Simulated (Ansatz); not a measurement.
# AlGa3N4: the cost of one run

Computed with Ansatz 0.2.0 (DFT PBEsol, scalar-relativistic, plane waves, PAW, unless a step's input says otherwise).

1 further run of the same task is left out (set aside as unsound or not needed). Runs told in other sessions of the task aren't counted.

**1. The system as given**

Symmetry: P-43m, No. 215, cubic system. The conventional cell has a = 4.468 Å, b = 4.468 Å, c = 4.468 Å, α = 90.00°, β = 90.00°, γ = 90.00°. Al (site symmetry -43m) is surrounded by 4 N at 1.90 Å. Ga (site symmetry -42m) has 4 N at 1.95 Å in its first shell of neighbours. Around N (site symmetry 3m) lie 1 Al at 1.90 Å and 3 Ga at 1.95 Å.

As a file:

```
Al Ga N
1.0
     0.00000   -4.46763    0.00000
     0.00000    0.00000   -4.46763
     8.93526    0.00000    0.00000
Al Ga N
2 6 8
Direct
  0.00000 0.00000 0.00000
  0.00000 0.00000 0.50000
  0.50000 0.00000 0.25000
  0.50000 0.00000 0.75000
  0.00000 0.50000 0.25000
  0.00000 0.50000 0.75000
  0.50000 0.50000 0.00000
  0.50000 0.50000 0.50000
  0.24497 0.75503 0.37752
  0.24497 0.75503 0.87752
  0.75503 0.24497 0.37752
  0.75503 0.24497 0.87752
  0.24497 0.24497 0.12248
  0.24497 0.24497 0.62248
  0.75503 0.75503 0.12248
  0.75503 0.75503 0.62248
```

It goes back to an entry of the Materials Project, which need not be the stable form.

It is built from the cell relaxed beforehand with the same method (11.15 Å³/atom).

**2. Zero of energy**

The cell is repeated 2 times, 16 atoms in all. The reference gives a free energy of -26548.8187 eV, pressure -0.01 GPa, largest force 0.000 eV/Å and gap on the mesh 2.29 eV. It was computed beforehand with the settings of the runs below.

**3. Next: sliding across a plane**

The cut lies on the cell's a–b face, a (1 0 0) plane of area 19.96 Å², between layers 1.14 Å apart (N below, Ga above); the cell is 8.9 Å thick. Vector c is tilted by f times 1·a + 1·b (length 6.318 Å) with the atoms' Cartesian places fixed: one unrelaxed fault per cell.

**4. f = 0.167**

File input.yaml:

```yaml
crystal:
  lattice:
    - [0.0, -4.4676279353, 0.0]
    - [0.0, 0.0, -4.4676279353]
    - [8.9352558707, -0.7447535768, -0.7447535768]
  atoms:
    - { symbol: Al, position: [0.864347875, 0.864347875, 0.81375] }
    - { symbol: Al, position: [0.947697875, 0.947697875, 0.31375] }
    - { symbol: Ga, position: [0.489372875, 0.989372875, 0.06375] }
    - { symbol: Ga, position: [0.406022875, 0.906022875, 0.56375] }
    - { symbol: Ga, position: [0.989372875, 0.489372875, 0.06375] }
    - { symbol: Ga, position: [0.906022875, 0.406022875, 0.56375] }
    - { symbol: Ga, position: [0.364347875, 0.364347875, 0.81375] }
    - { symbol: Ga, position: [0.447697875, 0.447697875, 0.31375] }
    - { symbol: "N", position: [0.2130851274, 0.7231469682, 0.1912654602] }
    - { symbol: "N", position: [0.1297351274, 0.6397969682, 0.6912654602] }
    - { symbol: "N", position: [0.7231469682, 0.2130851274, 0.1912654602] }
    - { symbol: "N", position: [0.6397969682, 0.1297351274, 0.6912654602] }
    - { symbol: "N", position: [0.0888987818, 0.0888987818, 0.9362345398] }
    - { symbol: "N", position: [0.1722487818, 0.1722487818, 0.4362345398] }
    - { symbol: "N", position: [0.5989606226, 0.5989606226, 0.9362345398] }
    - { symbol: "N", position: [0.6823106226, 0.6823106226, 0.4362345398] }
basis:
  ecutwfc: 420
kpoints:
  mp_grid: { grid: [6, 6, 3] }
hamiltonian:
  xc: pbesol
scf:
  occupations: { method: gaussian, width: 0.05 }
output:
  forces: true
  stress: true
  eigenvalues: true
  write_density: true
  write_potential: true
  elf: true
  volumetric_format: npy
```

Run with:

```
$ ansatz run input.yaml --threads 2 --pin off --max-ram 5120MiB --backend cpu --events-out ev --progress --plain --runs-dir out
```

What time and memory should one allow on 2 threads of Arm Neoverse V1, shared host?

About 37 s, with a peak of 0.65 GiB.
